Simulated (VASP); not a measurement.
# Bi: molecular dynamics with a thermostat

Bi, I4/mcm (no. 140), 8 atoms in the cell. PBE, molecular dynamics; PAW potentials Bi (PBE set).

Ensemble: Nose-Hoover; Target temperature (K): 600.

## Input

INCAR:
```
GGA = PE ; PREC = Normal
ENCUT = 200 ; EDIFF = 1E-6
NELMIN = 4 ; NELM = 60
ALGO = Fast ; LREAL = Auto
LASPH = True ; ISMEAR = -1
SIGMA = 0.05 ; ISYM = 0
LWAVE = False ; LCHARG = False
IBRION = 0 ; NSW = 60
POTIM = 4.0 ; TEBEG = 600
ISIF = 2 ; RANDOM_SEED = 479368 0 0
MDALGO = 2 ; SMASS = 0
KPAR = 2
```

KPOINTS:
```
k-points
0
Gamma
  2 2 3
```

POSCAR:
```
Bi
1.0
    8.8994960000      0.0000000000      0.0000000000
    0.0000000000      8.8994960000      0.0000000000
    0.0000000000      0.0000000000      4.1312640000
Bi
8
Direct
    0.8543445000      0.6456555000      0.0000000000
    0.1456555000      0.3543445000      0.0000000000
    0.1456555000      0.6456555000      0.5000000000
    0.8543445000      0.3543445000      0.5000000000
    0.3543445000      0.1456555000      0.5000000000
    0.6456555000      0.8543445000      0.5000000000
    0.6456555000      0.1456555000      0.0000000000
    0.3543445000      0.8543445000      0.0000000000
```

Commands:
```
cat potpaw_PBE.64/Bi/POTCAR > POTCAR
mpirun -np 2 vasp_std > vasp.out
```

## Result

- Mean temperature (K): 608
- Rise of the mean potential energy above the start (meV/atom): 50.2
- Electronic steps per ionic step after the first: 5.0

Course of the run:

| Time (fs) | Temperature (K) | Potential energy less the first (meV/atom) |
|---|---|---|
| 4 | 600 | 0.0 |
| 24 | 578 | 2.6 |
| 40 | 539 | 8.1 |
| 60 | 488 | 18.6 |
| 76 | 464 | 29.0 |
| 96 | 477 | 43.6 |
| 112 | 541 | 55.5 |
| 132 | 710 | 68.3 |
| 148 | 877 | 75.4 |
| 168 | 933 | 80.2 |
| 184 | 792 | 81.6 |
| 204 | 566 | 80.6 |
| 220 | 456 | 77.6 |
| 240 | 419 | 71.8 |

REPORT:
```
MDALGO =   2
               SCALING =       0
                 CNEXP =     9.000   14.000
           RANDOM_SEED =            479368                0                0

   original number of atomic DOF:         21
   number of independent constraints:      0
   number of active DOF:                  21

========================================
         MD step No.       1
========================================

  Atomic velocities initialized by STEP_tb

  >Energies
                    E_tot             E_pot             E_kin               EPS                ES
   e_b>   -0.28904814E+02   -0.29447689E+02    0.54287465E+00    0.00000000E+00    0.00000000E+00

  >Temperature
               T_sim     T_inst
   tmprt>    600.000    599.977

  >Thermostat:
           s(n+1) sdot(n+1)      s(n)   sdot(n)        Qs
   s_b>  -0.00000  -0.00000   0.00000   0.00000   0.17155

           RANDOM_SEED =            479368               48                0

[... steps left out ...]

========================================
         MD step No.      60
========================================

  >Energies
                    E_tot             E_pot             E_kin               EPS                ES
   e_b>   -0.28903998E+02   -0.28873037E+02    0.37897854E+00    0.57997188E-02   -0.41573906E+00

  >Temperature
               T_sim     T_inst
   tmprt>    600.000    418.842

  >Thermostat:
           s(n+1) sdot(n+1)      s(n)   sdot(n)        Qs
   s_b>  -0.37326   0.00778  -0.38289   0.01148   0.17155

           RANDOM_SEED =            479368               48                0
```

OSZICAR:
```
N       E                     dE             d eps       ncg     rms          rms(c)
DAV:   1     0.126298043772E+03    0.12630E+03   -0.79473E+03   400   0.572E+02
DAV:   2    -0.142709621839E+02   -0.14057E+03   -0.13851E+03   510   0.130E+02
DAV:   3    -0.286095794704E+02   -0.14339E+02   -0.14158E+02   524   0.454E+01
DAV:   4    -0.295092979311E+02   -0.89972E+00   -0.89372E+00   592   0.118E+01
DAV:   5    -0.295223356682E+02   -0.13038E-01   -0.13021E-01   526   0.165E+00    0.508E+00
RMM:   6    -0.294654665652E+02    0.56869E-01   -0.68245E-02   401   0.945E-01    0.304E+00
RMM:   7    -0.294423314257E+02    0.23135E-01   -0.16196E-01   410   0.144E+00    0.183E-01
RMM:   8    -0.294463655926E+02   -0.40342E-02   -0.29878E-02   434   0.733E-01    0.988E-02
RMM:   9    -0.294473359412E+02   -0.97035E-03   -0.96201E-03   528   0.338E-01    0.151E-01
RMM:  10    -0.294473271005E+02    0.88407E-05   -0.69232E-04   525   0.101E-01    0.207E-01
RMM:  11    -0.294476353014E+02   -0.30820E-03   -0.11051E-03   410   0.126E-01    0.156E-02
RMM:  12    -0.294476591849E+02   -0.23883E-04   -0.24043E-04   435   0.613E-02    0.274E-02
[... left out ...]
     58 T=   422. E= -.28903973E+02 F= -.28853151E+02 E0= -.28830148E+02  EK= 0.38219E+00 SP= -.45E+00 SK= 0.16E-01
     59 T=   419. E= -.28903995E+02 F= -.28862978E+02 E0= -.28839204E+02  EK= 0.37903E+00 SP= -.43E+00 SK= 0.10E-01
[... last step whole ...]
       N       E                     dE             d eps       ncg     rms          rms(c)
DAV:   1    -0.288730094284E+02   -0.10032E-01   -0.59050E-03   674   0.913E-01    0.230E-03
RMM:   2    -0.288730313277E+02   -0.21899E-04   -0.22455E-04   413   0.482E-02    0.840E-04
RMM:   3    -0.288730361146E+02   -0.47869E-05   -0.45567E-05   421   0.221E-02    0.132E-03
RMM:   4    -0.288730370149E+02   -0.90032E-06   -0.96575E-06   314   0.100E-02
     60 T=   419. E= -.28903998E+02 F= -.28873037E+02 E0= -.28848476E+02  EK= 0.37898E+00 SP= -.42E+00 SK= 0.58E-02
```

Limits: 240 fs of 8 atoms are too short for converged averages; the cell is only 4.1 Å across, so each atom moves in step with near copies of itself.

VASP 6.6.1 took 236 s on 2 cores (Intel Xeon Platinum 8375C @ 2.90GHz (Ice Lake)), a shared host.
